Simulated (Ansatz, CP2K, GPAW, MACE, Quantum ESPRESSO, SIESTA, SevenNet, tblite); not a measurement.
# CP2K runs on H-capped AlAs nanowire along [111] (40 atoms)

How do the settings of CP2K change the result for H-capped AlAs nanowire along [111] (40 atoms)? A plane-wave run serves as the yardstick.

Calculated with CP2K 2026.2; the method is named at each step.

## Step 1: The starting structure

The cell holds 40 atoms: 9 Al, 9 As and 22 H. Its edges and angles: a = 19.586 Å, b = 16.545 Å, c = 9.805 Å, α = 90.0°, β = 90.0°, γ = 90.0°. It derives from AlAs (zinc-blende). Diamond section of size parameter 4.53 Å cut from zinc-blende AlAs (a = 5.661 Å) along [111], 1 period, broken bonds capped with H, 9 Å of vacuum. Then every atom was moved at random, 0.05 Å r.m.s. a Cartesian component (hydrogen 0.6 of that). Regions: wire, 18 atoms (9 Al and 9 As); hydrogen, 22 atoms (22 H). Vacuum lies along a and b. The structure's axis is c.

The yardstick, on the same geometry:

* method: Kohn-Sham DFT, PBE, PAW, plane waves (Ansatz 0.2.0); cutoff 420 eV, Γ point, fermi-dirac smearing of 0.05 eV; PAW set soft_2
* r.m.s. force component: 0.7893 eV/Å
* longest force: 3.625 eV/Å
* gap (highest filled to lowest empty level): 3.3 eV
* SCF cycles: 8
* time: 6 s on 8 threads of Arm Neoverse V2, shared host
* CPU time: 43 s

## Step 2: PBE, DZVP-MOLOPT-SR, 450/50 Ry, diagonalisation

Method: Kohn-Sham DFT, PBE, GTH-PBE pseudopotentials, Gaussian and plane waves, DZVP-MOLOPT-SR-GTH, diagonalisation.

File input.inp:

```
&GLOBAL
  PROJECT cell
  RUN_TYPE ENERGY_FORCE
  PRINT_LEVEL LOW
&END GLOBAL
&FORCE_EVAL
  METHOD QS
  &DFT
    BASIS_SET_FILE_NAME BASIS_MOLOPT
    POTENTIAL_FILE_NAME GTH_POTENTIALS
    &MGRID
      CUTOFF 450
      REL_CUTOFF 50
    &END MGRID
    &QS
      EPS_DEFAULT 1.0E-12
    &END QS
    &SCF
      SCF_GUESS ATOMIC
      EPS_SCF 1.0E-06
      MAX_SCF 200
      ADDED_MOS 20
      &DIAGONALIZATION
        ALGORITHM STANDARD
      &END DIAGONALIZATION
      &SMEAR ON
        METHOD FERMI_DIRAC
        ELECTRONIC_TEMPERATURE [K] 580
      &END SMEAR
      &MIXING
        METHOD BROYDEN_MIXING
        ALPHA 0.15
        NBROYDEN 8
      &END MIXING
      &PRINT
        &RESTART OFF
        &END RESTART
      &END PRINT
    &END SCF
    &XC
      &XC_FUNCTIONAL PBE
      &END XC_FUNCTIONAL
    &END XC
    &PRINT
      &MULLIKEN ON
      &END MULLIKEN
      &LOWDIN ON
      &END LOWDIN
      &HIRSHFELD ON
      &END HIRSHFELD
      &MO ON
        EIGENVALUES T
        OCCUPATION_NUMBERS T
        MO_INDEX_RANGE 36 59
        &EACH
          QS_SCF 0
        &END EACH
        ADD_LAST NUMERIC
      &END MO
    &END PRINT
  &END DFT
  &SUBSYS
    &CELL
      A 19.58599 0.00000 0.00000
      B 0.00000 16.54490 0.00000
      C 0.00000 0.00000 9.80514
    &END CELL
    &COORD
      SCALED
      Al 0.40017 0.43473 0.33057
      As 0.39726 0.43327 0.58988
      Al 0.29761 0.49961 0.99660
      As 0.29248 0.50596 0.24116
      Al 0.39372 0.57019 0.66616
      As 0.39667 0.57266 0.91203
      Al 0.60022 0.43476 0.33891
      As 0.60208 0.43327 0.58435
      Al 0.49938 0.36368 0.66431
      As 0.50020 0.35906 0.91517
      Al 0.49930 0.50529 0.99436
      As 0.50204 0.49254 0.25247
      Al 0.50395 0.63927 0.34104
      As 0.50049 0.64209 0.58365
      Al 0.60377 0.57172 0.66841
      As 0.60780 0.56853 0.91016
      Al 0.70300 0.49340 0.00384
      As 0.70028 0.50076 0.25553
      H 0.39904 0.34135 0.27866
      H 0.33598 0.38833 0.63823
      H 0.29460 0.41232 0.95084
      H 0.23048 0.54545 0.94884
      H 0.29811 0.59181 0.30206
      H 0.23418 0.45865 0.30140
      H 0.33068 0.61282 0.61260
      H 0.39777 0.65735 0.97010
      H 0.60375 0.34035 0.27593
      H 0.66632 0.38746 0.63322
      H 0.50026 0.27328 0.61550
      H 0.56327 0.31916 0.96978
      H 0.43616 0.31953 0.96762
      H 0.56506 0.68764 0.28289
      H 0.43414 0.68755 0.28220
      H 0.49957 0.72642 0.63720
      H 0.66731 0.61733 0.61790
      H 0.59961 0.65965 0.97019
      H 0.70472 0.41408 0.94788
      H 0.76765 0.54793 0.94582
      H 0.76893 0.45571 0.30449
      H 0.70368 0.59271 0.30072
    &END COORD
    &KIND Al
      BASIS_SET DZVP-MOLOPT-SR-GTH-q3
      POTENTIAL GTH-PBE-q3
    &END KIND
    &KIND As
      BASIS_SET DZVP-MOLOPT-SR-GTH-q5
      POTENTIAL GTH-PBE-q5
    &END KIND
    &KIND H
      BASIS_SET DZVP-MOLOPT-SR-GTH-q1
      POTENTIAL GTH-PBE-q1
    &END KIND
  &END SUBSYS
  &PRINT
    &FORCES ON
    &END FORCES
  &END PRINT
&END FORCE_EVAL
```

On the command line:

```
$ OMP_NUM_THREADS=1 cp2k.psmp -i input.inp > output.txt
```

Numbers of over 12 decimals in the logs are rounded to 6 here.

What it wrote:

```text
CP2K| version string:                                       CP2K version 2026.2
 CP2K| Input file name                                                 input.inp
 GLOBAL| Basis set file name                                        BASIS_MOLOPT
 GLOBAL| Potential file name                                      GTH_POTENTIALS
 GLOBAL| Run type                                                   ENERGY_FORCE
 GLOBAL| Total number of message passing processes                             1
 GLOBAL| Number of threads for this process                                    1
 TOTAL NUMBERS AND MAXIMUM NUMBERS
  Total number of            - Atomic kinds:                                   3
                             - Atoms:                                         40
                             - Shell sets:                                    40
                             - Shells:                                       156
                             - Primitive Cartesian functions:                182
                             - Cartesian basis functions:                    362
                             - Spherical basis functions:                    344
  Maximum angular momentum of- Orbital basis functions:                        2
                             - Local part of the GTH pseudopotential:          2
                             - Non-local part of the GTH pseudopotential:      4
 SCF PARAMETERS         Density guess:                                    ATOMIC
                        max_scf:                                             200
                        eps_scf:                                        1.00E-06
                        added MOs                                        20    0
                        Mixing method:                            BROYDEN_MIXING
                                                charge density mixing in g-space
                        Smear method:                                FERMI_DIRAC
                        Electronic temperature [K]:                        580.0
                        Electronic temperature [a.u.]:                  1.84E-03
                        Accuracy threshold:                             1.00E-10
 Extrapolation method: initial_guess
 Number of electrons:                                                         94
 Number of occupied orbitals:                                                 47
 Number of molecular orbitals:                                                67
 Number of orbital functions:                                                344
 Number of independent orbital functions:                                    344
 SCF WAVEFUNCTION OPTIMIZATION
  Step     Update method      Time    Convergence         Total energy    Change
     1 NoMix/Diag. 0.15E+00    5.1     1.10068268       -85.8241294948 -8.58E+01
     2 Broy./Diag. 0.15E+00    6.3     0.03607590       -88.3718336758 -2.55E+00
     3 Broy./Diag. 0.15E+00    6.4     0.12634850       -87.8780220279  4.94E-01
     4 Broy./Diag. 0.15E+00    6.6     0.00946449       -88.4589172745 -5.81E-01
[...]
31 Broy./Diag. 0.15E+00    6.9     0.00000194       -88.1444757013 -1.57E-05
    32 Broy./Diag. 0.15E+00    6.9     0.00000085       -88.1444954601 -1.98E-05
  *** SCF run converged in    32 steps ***
  Electronic density on regular grids:        -94.0000000000        0.0000000000
  Core density on regular grids:               93.9999999998       -0.0000000002
  Total charge density on r-space grids:       -0.0000000002
  Total charge density g-space grids:          -0.0000000002
  Overlap energy of the core charge distribution:               4.73433e-06
  Self energy of the core charge distribution:               -203.867736
  Core Hamiltonian energy:                                     48.997513
  Hartree energy:                                              95.692000
  Exchange-correlation energy:                                -28.966277
  Electronic entropic energy:                                  -0.000000
  Fermi energy:                                                -0.098180
  Total energy:                                               -88.144495
  Total energy (extrapolated to T->0):                        -88.144495
 MO| EIGENVALUES AND OCCUPATION NUMBERS
 MO|
 MO|  Index      Eigenvalue [a.u.]        Eigenvalue [eV]             Occupation
 MO|     36              -0.211420              -5.753025               2.000000
 MO|     37              -0.207052              -5.634165               2.000000
 MO|     38              -0.202527              -5.511035               2.000000
[...]
MO|     58               0.006861               0.186699               0.000000
 MO|     59               0.013883               0.377780               0.000000
 MO| Sum:                                                              94.000000
 MO| E(Fermi):           -0.098180 a.u.         -2.671625 eV
 !-----------------------------------------------------------------------------!
                     Mulliken Population Analysis
 #  Atom  Element  Kind  Atomic population                           Net charge
       1     Al       1          2.769713                              0.230287
       2     As       2          5.439958                             -0.439958
       3     Al       1          3.048599                             -0.048599
[...]
# Total charge                             94.000000                  0.000000
 !-----------------------------------------------------------------------------!
 !-----------------------------------------------------------------------------!
                           Hirshfeld Charges
  #Atom  Element  Kind  Ref Charge     Population                    Net charge
      1       Al     1       3.000          3.141                        -0.141
      2       As     2       5.000          5.807                        -0.807
      3       Al     1       3.000          3.820                        -0.820
[...]
39       H      3       1.000          0.467                         0.533
     40       H      3       1.000          0.462                         0.538
  Total Charge                                                            0.001
 !-----------------------------------------------------------------------------!
 LOWDIN POPULATION ANALYSIS
 #  Atom  Element  Kind  Atomic population                           Net charge
[...]
39     H        3          0.993236                              0.006764
      40     H        3          1.023535                             -0.023535
 # Total charge                             94.000000                 -0.000000
 ENERGY| Total FORCE_EVAL ( QS ) energy [hartree]            -88.144524
 FORCES| Atomic forces [hartree/bohr]
 FORCES|   Atom     x               y               z               |f|
 FORCES|      1 -2.19198933E-02 -2.42276581E-02  2.96578652E-03   3.28063565E-02
 FORCES|      2  1.22481412E-02  2.50904332E-03 -1.47616523E-02   1.93447316E-02
 FORCES|      3 -2.56601010E-02  2.02448063E-02 -1.28397616E-02   3.51162703E-02
[...]
FORCES|     39 -2.20625345E-02  1.83333946E-02 -3.74595850E-03   2.89292411E-02
 FORCES|     40  5.76778092E-03 -2.21028783E-02 -3.14247999E-03   2.30581809E-02
 FORCES| Sum    -9.80412523E-07  2.26627139E-06 -2.67973332E-07
 FORCES| Total atomic force                                       2.48374806E-06
```

Elapsed: 3.8 min, on 1 thread of Arm Neoverse V2, shared host; peak memory 4.5 GiB.

Banners, paths, timers and routine set-up lines are dropped from the logs unmarked, and long logs keep their key lines alone; longer cuts are marked.

Numbers from this run, and their distance from the reference:

- r.m.s. force component: 0.8229 eV/Å
- r.m.s. difference of force components: 84.37 meV/Å
- longest difference of force vectors: 322.4 meV/Å
- force difference over r.m.s. force: 10.69 %
- slope of forces against the reference's: 1.038
- correlation of force components: 0.9954
- gap (highest filled to lowest empty level): 3.494 eV
- gap difference: 0.1941 eV

Length of the force difference by element (eV/Å):

```csv
element,atoms,mean,most
Al,9,0.20,0.32
As,9,0.096,0.18
H,22,0.11,0.25
```

Levels nearest the highest filled one (eV from it): -1.25, -1.13, -1.01, -0.92, -0.86, -0.72, -0.62, -0.47, -0.22, -0.19, -0.10, 0.00, 3.49, 3.64, 3.74, 3.88, 4.04, 4.10, 4.31, 4.47, 4.53, 4.65, 4.69, 4.88.

Local excerpt of 14 atoms (numbers count through the whole input) about H33, picked at random; x, y, z are measured from there.

```csv
atom,x,y,z,distance (Å),bonds,Mulliken charge (e),Fx,Fy,Fz (eV/Å)
H33,0.00,0.00,0.00,0.00,1,0.08,0.51,-0.67,0.37
Al13,1.37,-0.80,0.58,1.69,4,-0.18,-1.42,0.71,-1.69
H32,2.56,0.00,0.01,2.56,1,0.07,0.80,0.04,-0.12
H23,-2.66,-1.58,0.19,3.11,1,0.14,-0.53,-0.55,-0.03
H26,-0.71,-0.50,-3.06,3.18,1,0.12,0.06,0.06,0.02
As14,1.30,-0.75,2.96,3.32,4,-0.42,-0.31,-1.46,0.68
As12,1.33,-3.23,-0.29,3.50,4,-0.54,-0.32,2.09,-0.56
H34,1.28,0.64,3.48,3.76,1,0.11,0.02,0.44,0.18
H25,-2.03,-1.24,3.24,4.02,1,0.06,-0.89,0.49,-0.34
As4,-2.77,-3.00,-0.40,4.11,4,-0.36,1.61,0.04,0.82
As6,-0.73,-1.90,-3.63,4.16,4,-0.41,0.13,-0.30,0.55
Al1,-0.67,-4.18,0.47,4.26,4,0.23,-1.13,-1.25,0.15
Al5,-0.79,-1.94,3.76,4.31,4,0.28,0.65,0.92,-0.13
Al11,1.28,-3.02,-2.82,4.32,4,0.50,0.58,-0.04,0.68
```

Forces lie 11 % from the reference's, at 5.3 times its CPU time (on 1 against 8 cores).

## Step 3: PBE, TZVP-MOLOPT (SR for Al, As), 450/50 Ry, diagonalisation

Method: Kohn-Sham DFT, PBE, GTH-PBE pseudopotentials, Gaussian and plane waves, TZVP-MOLOPT-GTH, diagonalisation.

input.inp, as its differences from that of step 2:

```diff
@@ -9,2 +9,3 @@
     BASIS_SET_FILE_NAME BASIS_MOLOPT
+    BASIS_SET_FILE_NAME BASIS_MOLOPT_UCL
     POTENTIAL_FILE_NAME GTH_POTENTIALS
@@ -48,4 +49,2 @@
       &END LOWDIN
-      &HIRSHFELD ON
-      &END HIRSHFELD
       &MO ON
@@ -72,3 +71,3 @@
     &KIND Al
-      BASIS_SET DZVP-MOLOPT-SR-GTH-q3
+      BASIS_SET TZVP-MOLOPT-SR-GTH-q3
       POTENTIAL GTH-PBE-q3
@@ -76,3 +75,3 @@
     &KIND As
-      BASIS_SET DZVP-MOLOPT-SR-GTH-q5
+      BASIS_SET TZVP-MOLOPT-SR-GTH-q5
       POTENTIAL GTH-PBE-q5
@@ -80,3 +79,3 @@
     &KIND H
-      BASIS_SET DZVP-MOLOPT-SR-GTH-q1
+      BASIS_SET TZVP-MOLOPT-GTH-q1
       POTENTIAL GTH-PBE-q1
```

On the command line:

```
$ OMP_NUM_THREADS=2 cp2k.psmp -i input.inp > output.txt
```

What it wrote:

```text
CP2K| version string:                                       CP2K version 2026.2
 CP2K| Input file name                                                 input.inp
 GLOBAL| Basis set file name                                        BASIS_MOLOPT
 GLOBAL| Potential file name                                      GTH_POTENTIALS
 GLOBAL| Run type                                                   ENERGY_FORCE
 GLOBAL| Total number of message passing processes                             1
 GLOBAL| Number of threads for this process                                    2
 TOTAL NUMBERS AND MAXIMUM NUMBERS
  Total number of            - Atomic kinds:                                   3
                             - Atoms:                                         40
[... lines left out ...]
                        Smear method:                                FERMI_DIRAC
[... lines left out ...]
 Number of electrons:                                                         94
[... lines left out ...]
  Step     Update method      Time    Convergence         Total energy    Change
[... lines left out ...]
  *** SCF run converged in    33 steps ***
[... lines left out ...]
  Fermi energy:                                                -0.107840
  Total energy:                                               -88.194311
  Total energy (extrapolated to T->0):                        -88.194311
[... lines left out ...]
 MO|     59               0.001864               0.050712               0.000000
 MO| Sum:                                                              94.000000
 MO| E(Fermi):           -0.107840 a.u.         -2.934482 eV
 !-----------------------------------------------------------------------------!
                     Mulliken Population Analysis
 #  Atom  Element  Kind  Atomic population                           Net charge
       1     Al       1          2.700471                              0.299529
       2     As       2          5.188135                             -0.188135
       3     Al       1          2.739278                              0.260722
[...]
# Total charge                             94.000000                 -0.000000
 !-----------------------------------------------------------------------------!
 LOWDIN POPULATION ANALYSIS
 #  Atom  Element  Kind  Atomic population                           Net charge
[...]
39     H        3          0.976383                              0.023617
      40     H        3          0.986565                              0.013435
 # Total charge                             94.000000                  0.000000
 ENERGY| Total FORCE_EVAL ( QS ) energy [hartree]            -88.194334
 FORCES| Atomic forces [hartree/bohr]
 FORCES|   Atom     x               y               z               |f|
 FORCES|      1 -2.15191033E-02 -2.17139597E-02  3.82247839E-03   3.08087519E-02
 FORCES|      2  1.17954232E-02  2.36570870E-03 -1.42624414E-02   1.86586661E-02
 FORCES|      3 -2.33859455E-02  2.06326906E-02 -1.15477920E-02   3.32560050E-02
[...]
FORCES|     39 -2.03604600E-02  1.69016321E-02 -3.20209449E-03   2.66545851E-02
 FORCES|     40  5.56341545E-03 -2.10962086E-02 -3.09702390E-03   2.20361786E-02
 FORCES| Sum     2.15402600E-06 -6.31307336E-06  2.52861685E-06
 FORCES| Total atomic force                                       7.13362645E-06
```

The job ended after 3.5 min (2 threads; peak memory 4.6 GiB).

Numbers from this run, and their distance from the reference:

```yaml
r_m_s_force_component: 0.7908 eV/Å
r_m_s_difference_of_force_components: 39.96 meV/Å
longest_difference_of_force_vectors: 103.8 meV/Å
force_difference_over_r_m_s_force: 5.063 %
slope_of_forces_against_the_reference_s: 1.001
correlation_of_force_components: 0.9987
spacing_of_highest_filled_and_lowest_empty_level: 3.351 eV
gap_difference: 0.0514 eV
```

Against the first run (11 %), the force difference from the reference is 5.1 %, at 1.6 times the CPU time (on 2 against 1 cores), with 438 basis functions against 344: the larger basis brings the forces nearer.

(Part 1 of 3 ends here.)

[Also dropped from logs without a mark: logging warnings of Python, and SIESTA's first energy breakdown and zero terms.]

[Logs are printed without paths, hosts, clocks, repeated set-up lines and the standing remarks that a program may print on its own settings, such as how far it seeks lower states.]

[Hosts, paths, dates, database ids (printed as entryN), source tags and the programs' standing remarks are cut or masked in the printed files.]
